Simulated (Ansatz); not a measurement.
# WS2: the cost of one run

Program: Ansatz 0.2.0. Level of theory: DFT PBE+D3(BJ), scalar-relativistic, plane waves, PAW. These are calculated values, not measurements.

### Step 1. The starting structure

Symmetry: P3m1, No. 156, trigonal system. The conventional cell has a = 3.158 Å, b = 3.158 Å, c = 26.294 Å, α = 90.00°, β = 90.00°, γ = 120.00°. Around S (site symmetry 3m) lie 3 W at 2.42 Å. W (site symmetry 3m) is surrounded by 6 S at 2.39 to 2.42 Å. Around S (site symmetry 3m) lie 3 W at 2.39 Å.

As a file:

```cif
data_structure
_symmetry_space_group_name_H-M 'P 1'
_symmetry_Int_Tables_number 1
_cell_length_a 3.1580
_cell_length_b 3.1580
_cell_length_c 26.2937
_cell_angle_alpha 90.000
_cell_angle_beta 90.000
_cell_angle_gamma 120.000
_cell_volume 227.09
loop_
_atom_site_label
_atom_site_type_symbol
_atom_site_fract_x
_atom_site_fract_y
_atom_site_fract_z
_atom_site_occupancy
S1 S 0.33333 0.66667 0.32327 1
W1 W 0.66667 0.33333 0.38351 1
S2 S 0.33333 0.66667 0.44233 1
S3 S 0.00000 0.00000 0.55767 1
W2 W 0.33333 0.66667 0.61792 1
S4 S 0.00000 0.00000 0.67673 1
```

Two layers cut from the bulk, bulk lattice in the plane.

### Step 2. Relaxing the atoms

Contents of input.yaml:

```yaml
crystal:
  lattice:
    - [3.15800077, 0.0, 0.0]
    - [-1.57900038, 2.73490889, 0.0]
    - [0.0, 0.0, 26.2936854451]
  atoms:
    - { symbol: S, position: [0.33333333, 0.66666667, 0.3232715329] }
    - { symbol: W, position: [0.66666667, 0.33333333, 0.3835132183] }
    - { symbol: S, position: [0.33333333, 0.66666667, 0.4423250354] }
    - { symbol: S, position: [0.0, 0.0, 0.5576749646] }
    - { symbol: W, position: [0.33333333, 0.66666667, 0.6179166396] }
    - { symbol: S, position: [0.0, 0.0, 0.6767284671] }
basis:
  ecutwfc: 420.0
  fft_grid_basis: typed
kpoints:
  mp_grid: { grid: [9, 9, 1] }
hamiltonian:
  xc: pbe
  dispersion: d3bj
scf:
  occupations: { method: gaussian, width: 0.05 }
output:
  forces: true
  eigenvalues: true
efield:
  axis: 3
  dipole_correction: true
  ramp_width: 0.04
relax:
  adjacent_minimum: "off"
  f_tol: 0.04
  max_steps: 40
```

The run is started by

```console
$ ansatz run input.yaml --threads 1 --pin off --max-ram 2211MiB --backend cpu --events-out ev --progress --plain --runs-dir out
```

Q: Estimate wall time and peak memory on 1 thread of AMD EPYC 9R45 (Zen 5), shared host.

About 12 s, with a peak of 0.48 GiB.
